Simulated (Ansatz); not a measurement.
All numbers below come from Ansatz, DFT PBE, scalar-relativistic, plane waves, PAW. Settings: cutoff 420 eV, Γ-centred meshes spaced at most about 0.3 Å⁻¹, and about 0.25 Å⁻¹ or finer for metals (2π included), Gaussian smearing. No spin polarisation in the final relaxations.

Temperature and zero-point effects are left out.

Two forms of P were relaxed alike.

A.

```cif
data_structure
_symmetry_space_group_name_H-M 'I-4m2'
_symmetry_Int_Tables_number 119
_cell_length_a 6.3854
_cell_length_b 6.3854
_cell_length_c 4.2526
_cell_angle_alpha 90.000
_cell_angle_beta 90.000
_cell_angle_gamma 90.000
_cell_volume 173.39
loop_
_atom_site_label
_atom_site_type_symbol
_atom_site_symmetry_multiplicity
_atom_site_Wyckoff_symbol
_atom_site_fract_x
_atom_site_fract_y
_atom_site_fract_z
_atom_site_occupancy
P1 P 2 a 0.00000 0.00000 0.00000 1
P2 P 8 i 0.00000 0.73978 0.36268 1
```

B.

```cif
data_structure
_symmetry_space_group_name_H-M 'I4_1/amd:1'
_symmetry_Int_Tables_number 141
_cell_length_a 6.2428
_cell_length_b 6.2428
_cell_length_c 4.6632
_cell_angle_alpha 90.000
_cell_angle_beta 90.000
_cell_angle_gamma 90.000
_cell_volume 181.74
loop_
_atom_site_label
_atom_site_type_symbol
_atom_site_symmetry_multiplicity
_atom_site_Wyckoff_symbol
_atom_site_fract_x
_atom_site_fract_y
_atom_site_fract_z
_atom_site_occupancy
P1 P 4 b 0.00000 0.00000 0.50000 1
P2 P 8 c 0.25000 0.50000 0.37500 1
```

Question: Which is lower in energy, and by how much?

Answer: A is lower, by 37 meV/atom. A has space group I-4m2 (No. 119), 17.3 Å³/atom and no gap on its mesh; B has space group I4_1/amd (No. 141), 15.1 Å³/atom and no gap. Counting all near atoms (those within 1.25 times the shortest such distance or 1.15 times the sum of covalent radii; a plus sign parts nearer from farther groups; a slash parts the counts of unlike sites), A has P 4/3+2 and B has P 4/6. The lower one is the more open, so pressure narrows the difference. Both come from invented guesses. A third cell relaxed alike, in Cmmm, lies 108 meV/atom below the lower of the two. The part of the Crystallography Open Database at hand lists P in space groups No. 2, 13, 64, 123; no cell shown has one of them.

Cells relaxed within their symmetry can be saddle points.
